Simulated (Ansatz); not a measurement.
## 14N nuclear quadrupole resonance in H4NF

Cell: a Materials Project structure (computed, not necessarily an observed phase).

Space group R3c:H (No. 161); a = 8.4289, c = 16.0630 Å, γ = 120.00°.

| site | Wyckoff | site symmetry | x | y | z |
| --- | --- | --- | --- | --- | --- |
| H1 | 6a | 3. | 0.0000 | 0.0000 | 0.8061 |
| H3 | 18b | 1 | 0.1282 | 0.0355 | 0.7176 |
| H9 | 18b | 1 | 0.8919 | 0.2013 | 0.3488 |
| H15 | 18b | 1 | 0.7135 | 0.9892 | 0.3290 |
| H21 | 18b | 1 | 0.7041 | 0.1852 | 0.3062 |
| H27 | 18b | 1 | 0.6917 | 0.1063 | 0.4062 |
| N33 | 6a | 3. | 0.0000 | 0.0000 | 0.7418 |
| N35 | 18b | 1 | 0.7501 | 0.1213 | 0.3474 |
| F41 | 6a | 3. | 0.0000 | 0.0000 | 0.9183 |
| F43 | 18b | 1 | 0.3084 | 0.0924 | 0.6597 |

One atom of each set is listed; the run and its k-mesh use a cell of 48 atoms with edges of 7.24, 7.24, 7.24 Å.

Level of theory: DFT, r2SCAN, plane waves and PAW, scalar-relativistic, 500 eV cutoff, Γ-centred 3×3×3 k-points, Fermi–Dirac smearing 0.02 eV (Ansatz 0.2.0).

14N: I = 1, Q = 20.44 mb (year-2017 value). Static lattice, zero field.

Problem. Predict the zero-field 14N lines of each site.

Solution. For I = 1 the lines are ν± = (3/4)|C_Q|(1 ± η/3) and ν₀ = |C_Q|η/2.

```json
{"site": "N33", "atoms": "2", "V_zz (10²¹ V/m²)": "0.75", "C_Q (MHz)": "0.369", "η": "0.00", "line frequencies (MHz)": "0.277"}
{"site": "N35", "atoms": "6", "V_zz (10²¹ V/m²)": "0.32", "C_Q (MHz)": "0.159", "η": "0.70", "line frequencies (MHz)": "0.0559, 0.0915, 0.147"}
```

An axis of threefold or higher order runs through N33, so V_zz lies along it and η is zero.

The run took 73 s of wall time (73 s of CPU time) and 1.1 GiB at its peak, on 1 thread of Arm Neoverse V2 (aarch64; 8 cores open to the job, memory cap 2.5 GiB, no GPU), a shared host with a load of 0.2 a core.
